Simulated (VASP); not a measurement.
A run of VASP 6.6.1 is set up as follows.

The input INCAR:

```
SYSTEM = BN
  ALGO = Fast
  EDIFF = 1E-7
  EDIFFG = -0.002
  ENCUT = 520
  GGA = PE
  IBRION = 2
  ISIF = 3
  ISMEAR = 0
  IVDW = 12
  LASPH = .True.
  LCHARG = .False.
  LREAL = .False.
  LWAVE = .False.
  NELM = 100
  NSW = 80
  PREC = Accurate
  SIGMA = 0.02
```

The input KPOINTS:

```
k-points
0
Gamma
  9 9 4
  0 0 0
```

Contents of POSCAR:

```
BN                                      
1.0
    2.5068106660      0.0000000000      0.0000000000
   -1.2534053330      2.1709617144      0.0000000000
    0.0000000000     -0.0000000000      6.5856090186
  B               N             
     2     2
Direct
     0.3333333300000021    0.6666666699999979    0.2500000000000000
     0.6666666699999979    0.3333333300000021    0.7500000000000000
     0.3333333300000021    0.6666666699999979    0.7500000000000000
     0.6666666699999979    0.3333333300000021    0.2500000000000000
```

Potentials or basis: VASP PAW PBE potentials, release 64 (B, N).

Launch:

```bash
$ cat potpaw_PBE.64/B/POTCAR potpaw_PBE.64/N/POTCAR > POTCAR
$ mpirun -np 1 vasp_std > vasp.out
```

Q: Estimate the band gap on the k mesh.

A: 4.38 eV, indirect (least direct gap 4.63 eV).

Q: Estimate the dispersion energy per atom.

A: -0.142 eV.

Final structure:
```
B N
1.0
     2.50681    0.00000    0.00000
    -1.25341    2.17096    0.00000
     0.00000    0.00000    6.58561
B N
2 2
Direct
  0.33333 0.66667 0.25000
  0.66667 0.33333 0.75000
  0.33333 0.66667 0.75000
  0.66667 0.33333 0.25000
```

Caveat: the relaxation stopped at its first step, so nothing moved; an odd mesh through Γ misses points on the zone boundary, where band edges often lie. A hybrid or GW would open this gap; PBE tends to underestimate it.
